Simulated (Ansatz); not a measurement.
Slab: Ti, a slab with vacuum.

```
CELL_PARAMETERS angstrom
2.87085 0.00000 0.00000
-1.43543 2.48623 0.00000
0.00000 0.00000 24.37617
ATOMIC_POSITIONS crystal
Ti 0.66667 0.33333 0.30768
Ti 0.33333 0.66667 0.40384
Ti 0.00000 0.00000 0.50000
Ti 0.66667 0.33333 0.59616
Ti 0.33333 0.66667 0.69232
```

The cell isn't the ideal one: the (1 1 1) slab of Ti, cut from the database cell, not relaxed.

A run of Ansatz 0.2.0 on this cell left the log below. Logs are shortened: lines on timing, memory, paths and dates and some standing lists are left out, and cuts for length are marked.

```text
Warning: RAYON_NUM_THREADS=4 ignored (pool sized by the plan → 4); use --threads N
Engine: ansatz 0.2.0, aarch64-unknown-linux-gnu
Pseudopotentials: kind: paw
Pseudopotential: Ti, paw, valence charge 12, recommended cutoff 420 eV (normal), Ti.paw.azcp
Functional definition: PBE
  parameter kappa = 0.804
  parameter beta = 0.06672455060314922
  exchange = pbe_x(kappa = kappa, mu = beta*pi^2/3)
  correlation = pbe_c(beta = beta)
Crystal: 5 atoms, lattice volume = 173.988 Å³
Basis set: ecut = 420 eV, 3429 PW (Γ), exchange–correlation on 40×40×360 points (8 copies of the dense FFT grid, shifted against one another)
Bands: 36, of which v1, the nominal top of the filled ones, is band 30 counted from 1 (29 counted from 0)
Symmetry: 6 space group operations
k-points: 16 of 121 (time reversal used)
Non-local potential: Ti, projectors of the file, l = 0: 3, l = 1: 2, l = 2: 3, l = 3: 1
PAW form: soft (Blöchl's): semilocal exchange-correlation on the pseudo side does not see the compensation charge
PAW one-centre angular grid: Ti, 590 points (default); XC on 64 Gauss nodes
Initial density: superposition of atomic densities (neutral atoms: chi_scale 0, normalization atom), corrected by the library's trained network
Initial wavefunctions: pseudopotential atomic-orbital guess
Functional: x = pbe(κ = 0.804, μ = 0.2195149727645171), c = pbe(β = 0.06672455060314922)
SCF iter   1: F=—  HF=-12496.431561 eV  |F-HF|=—  |Δ(HF+E_count)|=         —  Δρ=1.47e-2  dr2=5.59e0  ethr=1.77e-3  p=0.000 e·Å  D=1.02e-13 V/Å  ΔV_dip=-0.00 eV  dr2_dipole=1.64e-6  V_vac-E_F(+/−)=4.31/4.31 eV  ⟨swp⟩=8.6  Hψ=2702  notcnv=0
efield: sawtooth ramp at fractional position 0.9800 (placed from the atoms, in the widest stretch of the axis that holds none; the zero of the levels goes with the place), width 0.0400; the density the first Hamiltonian is built on has a dipole p = 0.000 e·Å; the dipole correction subtracts the counter field D = 1.02e-13 V/Å, which shifts the + side's vacuum level by -0.00 eV against the − side's; the planar-averaged density in the ramp window peaks in size at 1.1e-4 e/Å³
[... 17 lines left out ...]
Dipole field:    D = -0.000001 V/Å  (p = -0.000001 e·Å, saw-weighted, corrected)
Work function:   Φ+ = 4.5615 eV   Φ− = 4.5615 eV
Levels:          The Fermi level and band energies are counted from a zero that moves with the ramp; work functions are not
--- Per-component energies (eV) ---
  E_band       = -1313.440389
  E_kinetic    = 1363.475139
  E_local      = -55229.479284  (includes V_loc(G=0)·N_el)
  E_nonlocal   = 43.025478
  E_hartree    = 26987.085310
  E_xc         = -486.020706
  E_vxc        = -607.907387  (∫ρ·V_xc dr)
  E_paw        = -5239.312007  (= ΣΔE_a)
  E_vpaw       = -856.732909  (= ΣTr[D̂ρ^β])
  E_aug_tail   = 0.000552  (compensation charges beyond the density's cutoff)
  E_efield     = 0.000000  (sawtooth field / dipole correction)
  E_vefield    = 0.000000  (∫n·V_field dr)
  E_ewald      = 20064.942530
  E_smearing   = -0.072959  (= −TS)
  E_closure    = 0.000000  (closes the sum)
  Σ components = -12496.355947   (vs F -12496.355947, Δ=0.00e0)
--- Forces (eV/Å), atoms counted from 1 ---
  atom   1  Ti     0.00000000     0.00000000     0.31652789
  atom   2  Ti    -0.00000000     0.00000000    -0.54716081
  atom   3  Ti     0.00000000     0.00000000     0.00000056
  atom   4  Ti     0.00000000    -0.00000000     0.54716129
  atom   5  Ti     0.00000000    -0.00000000    -0.31652908
  max |Σ_I F_I| component: 1.43e-7 eV/Å
--- Band table (eV; the first three rows and the last of 16) ---
  k-point 0: bands = ["-52.3183", "-52.3181", "-52.1092", "-52.0737", "-52.0026", "-28.7565", "-28.7057", "-28.4921", "-28.2686", "-28.2575", "-28.2575", "-28.2575", "-28.2575", "-28.0470", "-28.0404", "-28.0404", "-28.0182", "-28.0182", "-27.9664", "-27.9664", "-1.4328", "-0.7593", "0.1814", "1.1106", "1.6676", "4.3334", "4.3987", "4.6872", "4.8142", "5.0369", "5.2107", "5.2620", "5.2620", "5.3444", "5.3444", "5.4211"]
  k-point 1: bands = ["-52.3104", "-52.3103", "-52.1003", "-52.0666", "-51.9969", "-28.7406", "-28.6954", "-28.4901", "-28.3200", "-28.3036", "-28.2685", "-28.2685", "-28.2577", "-28.0870", "-28.0769", "-28.0533", "-28.0304", "-28.0284", "-28.0076", "-27.9744", "-1.1924", "-0.5278", "0.4044", "1.3302", "1.8824", "4.2831", "4.3825", "4.5228", "4.6594", "4.7462", "5.1085", "5.1857", "5.2549", "5.3202", "5.4224", "5.4901"]
  k-point 2: bands = ["-52.2894", "-52.2893", "-52.0761", "-52.0475", "-51.9819", "-28.6987", "-28.6691", "-28.4977", "-28.4433", "-28.4162", "-28.2979", "-28.2978", "-28.2894", "-28.1967", "-28.1797", "-28.1021", "-28.0869", "-28.0558", "-28.0441", "-27.9965", "-0.5152", "0.1121", "1.0004", "1.8980", "2.4376", "3.8834", "4.1007", "4.2610", "4.2863", "4.5299", "4.7481", "4.8505", "5.0368", "5.2918", "5.4738", "5.7241"]
  k-point 15: bands = ["-52.2075", "-52.2075", "-51.9737", "-51.9730", "-51.9317", "-28.7285", "-28.7264", "-28.6236", "-28.6180", "-28.5941", "-28.5855", "-28.4986", "-28.4782", "-28.4161", "-28.3995", "-28.3219", "-28.3112", "-28.1946", "-28.1775", "-28.1307", "2.8692", "3.0299", "3.0748", "3.2505", "3.3117", "3.3564", "3.4856", "3.7561", "3.8960", "4.1825", "4.4209", "4.5353", "4.6896", "4.7261", "4.8250", "4.9433"]
```

**Question.** Write the input and the command behind it.

**Answer.** Single point with PBE, no spin polarisation. The files as run (others can give the same):

input.yaml
```yaml
crystal:
  lattice:
    - [2.8708535316, 0.0, 0.0]
    - [-1.4354267658, 2.4862320889, 0.0]
    - [0.0, 0.0, 24.3761683716]
  atoms:
    - { symbol: Ti, position: [0.6666666667, 0.3333333333, 0.3076775597] }
    - { symbol: Ti, position: [0.3333333333, 0.6666666667, 0.4038387799] }
    - { symbol: Ti, position: [0.0, 0.0, 0.5] }
    - { symbol: Ti, position: [0.6666666667, 0.3333333333, 0.5961612201] }
    - { symbol: Ti, position: [0.3333333333, 0.6666666667, 0.6923224403] }
hamiltonian:
  xc: pbe
  pseudopotentials: { kind: paw }
kpoints:
  mp_grid: { grid: [11, 11, 1] }
scf:
  occupations: { method: fermi_dirac, width: 0.05 }
output:
  forces: true
  eigenvalues: true
efield:
  axis: 3
  dipole_correction: true
  ramp_width: 0.04
```

Potentials or basis: Ansatz PAW.
Command:
```sh
$ ansatz run input.yaml --threads 4 --pin off --max-ram 11264MiB --backend cpu --events-out ev --progress --plain --runs-dir out
```
